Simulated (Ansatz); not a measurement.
TaN in Ansatz: the effect of functional

Crystal: TaN.

```
CELL_PARAMETERS angstrom
2.95746 0.00000 0.00000
-1.47873 2.56123 0.00000
0.00000 0.00000 2.90209
ATOMIC_POSITIONS crystal
Ta 0.00000 0.00000 0.50000
N 0.66667 0.33333 0.00000
```

The cell isn't the ideal one: volume scaled by 1.02.

Alike in all runs:

| Item | Value |
| --- | --- |
| Program | Ansatz 0.2.0 |
| Task | single point |
| Potentials or basis | Ansatz PAW |
| k mesh | 10 × 10 × 9 |
| Occupations | fermi-dirac, width 0.05 eV |
| Spin | no spin polarisation |

Q: One run gave: pressure -7.1 GPa. Which functional did it use?
A. PBEsol
B. LDA
C. r2SCAN

A: C.

```tsv
functional	cutoff	pressure (GPa)
LDA	420 eV (not typed: the program's choice for these potentials)	-17.8
PBEsol	420 eV (not typed: the program's choice for these potentials)	-11.4
r2SCAN	500 eV (not typed: the program's choice for these potentials)	-7.1
```

Caveats: the PAW data sets come from PBE, with cores solved anew for the run's functional, which leaves a small shift of forces and pressure.
